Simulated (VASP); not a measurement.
Set up this calculation in VASP 6.6.1, as the native input.

```
Task                   : relaxation of the atoms
Functional             : PBE
Potentials or basis    : VASP PAW PBE potentials, release 64 (W_sv)
Cutoff                 : 520 eV
k mesh                 : 14 × 14 × 1
Occupations            : methfessel-paxton, width 0.2 eV
Spin                   : no spin polarisation
Further INCAR settings : ALGO = Normal; EDIFF = 1e-06; IBRION = 2; EDIFFG = -0.01; NSW = 40
```

The structure of W lies in POSCAR:

```
W
1.0
    3.1840000000      0.0000000000      0.0000000000
    0.0000000000      3.1840000000      0.0000000000
    0.0000000000      0.0000000000     29.3280000000
W
10
Direct
    0.0000000000      0.5000000000      0.2557283142
    0.5000000000      0.0000000000      0.3100109111
    0.0000000000      0.5000000000      0.3642935079
    0.5000000000      0.0000000000      0.4185761047
    0.0000000000      0.5000000000      0.4728587016
    0.5000000000      0.0000000000      0.5271412984
    0.0000000000      0.5000000000      0.5814238953
    0.5000000000      0.0000000000      0.6357064921
    0.0000000000      0.5000000000      0.6899890889
    0.5000000000      0.0000000000      0.7442716858
```

The cell was built by a generator and needn't be a form met in nature.

One way to write it, as run:

INCAR

```
SYSTEM = W
ALGO = Normal ; EDIFF = 1E-6
EDIFFG = -0.01 ; ENCUT = 520
GGA = PE ; IBRION = 2
ISIF = 2 ; ISMEAR = 1
KPAR = 8 ; LASPH = .TRUE.
LCHARG = .FALSE. ; LREAL = .FALSE.
LWAVE = .FALSE. ; NELM = 80
NSW = 40 ; PREC = Accurate
SIGMA = 0.2
```

KPOINTS

```
k-points
0
G
  14 14 1
  0 0 0
```

Potentials or basis: VASP PAW PBE potentials, release 64 (W_sv).

The run is started by

```sh
$ cat potpaw_PBE.64/W_sv/POTCAR > POTCAR
$ mpirun -np 8 vasp_std > vasp.out
```

It gave:

* Energy gained by relaxing: 33.9 meV/atom
* Ionic steps: 15
* Largest force after relaxing: 0.007 eV/Å
* Band gap on the k mesh: none (metal or under the smearing width)

Wall time 47 min on 8 MPI ranks on Intel(R) Xeon(R) Platinum 8175M CPU @ 2.50GHz (Skylake/Cascade Lake) (shared host), peak memory 0.78 GiB a rank.
